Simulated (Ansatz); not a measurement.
## Convergence notes, G0W0 on NaF (CsCl type)

NaF, CsCl type, relaxed with r2SCAN; one-shot G0W0 in Ansatz without spin-orbit coupling. (Calculated; spin-unpolarised; the phase may be known or hypothetical.)

```yaml
crystal:
  lattice:
    - [2.79349, 0.00000, 0.00000]
    - [0.00000, 2.79349, 0.00000]
    - [0.00000, 0.00000, 2.79349]
  atoms:
    - { symbol: Na, position: [0.00000, 0.00000, 0.00000] }
    - { symbol: F, position: [0.50000, 0.50000, 0.50000] }
```

Gaps are read over the mesh points alone. G0W0 values are finite-basis, finite-mesh values.
```
 start       potentials      frequency model   mesh  empty bands  screening cutoff (eV)  Kohn-Sham gap (eV)  G0W0 gap (eV)
   PBE              PAW  contour deformation  6×6×6           49                    100                6.13          10.07
   PBE              PAW  contour deformation  6×6×6          119                    180                6.13          10.26
   PBE              PAW  contour deformation  6×6×6          231                    260                6.13          10.41
 HSE06              PAW  contour deformation  6×6×6          119                    180                8.33          11.30
r2SCAN              PAW  contour deformation  6×6×6          119                    180                7.06          10.79
  PBE0              PAW  contour deformation  6×6×6          119                    180                9.10          11.51
   PBE              PAW     Godby-Needs pole  6×6×6          119                    180                6.13          10.28
   PBE              PAW  contour deformation  8×8×8           35                     80                6.13          10.07
   PBE  norm-conserving  contour deformation  6×6×6          119                    180                6.11          10.21
```

G0W0 moves the gap on the mesh from 6.13 eV (PBE) to 10.41 eV (M to Γ). Renormalisation factors Z lie between 0.80 and 0.89.

Raising bands and cutoff together moves the gap by +0.19 eV (100 to 180 eV), then +0.15 eV (180 to 260 eV); the last step is still large, so the basis limit isn't reached. Starting from HSE06 (8.33 eV against PBE's 6.13 eV) gives 11.30 eV, +1.04 eV from G0W0@PBE at the same screening cutoff. Starting from r2SCAN (7.06 eV against PBE's 6.13 eV) gives 10.79 eV, +0.53 eV from G0W0@PBE at the same screening cutoff. Starting from PBE0 (9.10 eV against PBE's 6.13 eV) gives 11.51 eV, +1.25 eV from G0W0@PBE at the same screening cutoff. The Godby-Needs plasmon pole differs from contour deformation by +0.02 eV. Norm-conserving potentials (wave cutoff 1320 eV against 420 eV) shift the quasiparticle gap by -0.05 eV and the PBE gap by -0.02 eV. r2SCAN runs take a wave cutoff of 500 eV.
